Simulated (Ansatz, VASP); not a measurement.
**Two plane-wave programs on C**

File INCAR:

```
SYSTEM = C
PREC = Accurate
ENCUT = 520
EDIFF = 1E-6
ISMEAR = 0
SIGMA = 0.1
LREAL = .FALSE.
LASPH = .TRUE.
NELM = 60
ALGO = Normal
ISIF = 2
LWAVE = .FALSE.
LCHARG = .FALSE.
GGA = PE
NBANDS = 36
```

KPOINTS

```
regular mesh
0
G
  6 6 6
  0 0 0
```

The input POSCAR:

```
C
1.0
    2.8676954686      1.6556647507      4.8905740518
   -2.8676954686      1.6556647507      4.8905740518
    0.0000000000     -3.3113295014      4.8905740518
C
12
Direct
    0.0101900000      0.6536100000      0.0101900000
    0.0101900000      0.0101900000      0.6536100000
    0.6536100000      0.0101900000      0.0101900000
    0.9898100000      0.3463900000      0.9898100000
    0.3463900000      0.9898100000      0.9898100000
    0.9898100000      0.9898100000      0.3463900000
    0.2211800000      0.6306000000      0.2211800000
    0.2211800000      0.2211800000      0.6306000000
    0.6306000000      0.2211800000      0.2211800000
    0.7788200000      0.3694000000      0.7788200000
    0.3694000000      0.7788200000      0.7788200000
    0.7788200000      0.7788200000      0.3694000000
```

Input for Ansatz:

```yaml
crystal:
  lattice:
    - [2.8676954686, 1.6556647507, 4.8905740518]
    - [-2.8676954686, 1.6556647507, 4.8905740518]
    - [0.0, -3.3113295014, 4.8905740518]
  atoms:
    - { symbol: C, position: [0.01019, 0.65361, 0.01019] }
    - { symbol: C, position: [0.01019, 0.01019, 0.65361] }
    - { symbol: C, position: [0.65361, 0.01019, 0.01019] }
    - { symbol: C, position: [0.98981, 0.34639, 0.98981] }
    - { symbol: C, position: [0.34639, 0.98981, 0.98981] }
    - { symbol: C, position: [0.98981, 0.98981, 0.34639] }
    - { symbol: C, position: [0.22118, 0.6306, 0.22118] }
    - { symbol: C, position: [0.22118, 0.22118, 0.6306] }
    - { symbol: C, position: [0.6306, 0.22118, 0.22118] }
    - { symbol: C, position: [0.77882, 0.3694, 0.77882] }
    - { symbol: C, position: [0.3694, 0.77882, 0.77882] }
    - { symbol: C, position: [0.77882, 0.77882, 0.3694] }
basis:
  ecutwfc: 420
kpoints:
  mp_grid: { grid: [6, 6, 6] }
hamiltonian:
  xc: pbe
scf:
  occupations: { method: gaussian, width: 0.1 }
  lower_state_search: "off"
output:
  forces: true
  stress: true
  eigenvalues: true
```

Alike in both runs: task single point; functional PBE; k mesh 6 × 6 × 6; occupations gaussian, width 0.1 eV; no spin polarisation.

```csv
,VASP,Ansatz
version,VASP 6.6.1,Ansatz 0.2.0
potentials or method,"VASP PAW PBE potentials, release 64 (C)","scalar-relativistic, plane waves, PAW"
plane-wave cutoff (eV),520,420
valence electrons in the cell,48,48
```

|  | VASP | Ansatz | Ansatz less VASP |
| --- | --- | --- | --- |
| gap on the k mesh at the Fermi level (eV) | none | none | - |
| pressure (GPa) | -25.9 | -26.0 | -0.06 |
| largest component of the traceless stress (GPa) | 0.46 | 0.45 | -0.010 |
| rms of the force components (eV/Å) | 0.788 | 0.794 | +0.0053 |

Atom by atom the forces differ by 0.007 eV/Å (rms over components). A gap of «none» marks a metal or a gap that the smearing closes.

Caveats: so large a pressure means that the cell lies far from this level's equilibrium, or that cutoff or potentials fall short (VASP); forces of over 1 eV/Å show positions far from the minimum, so gaps and moduli don't describe the material at rest.
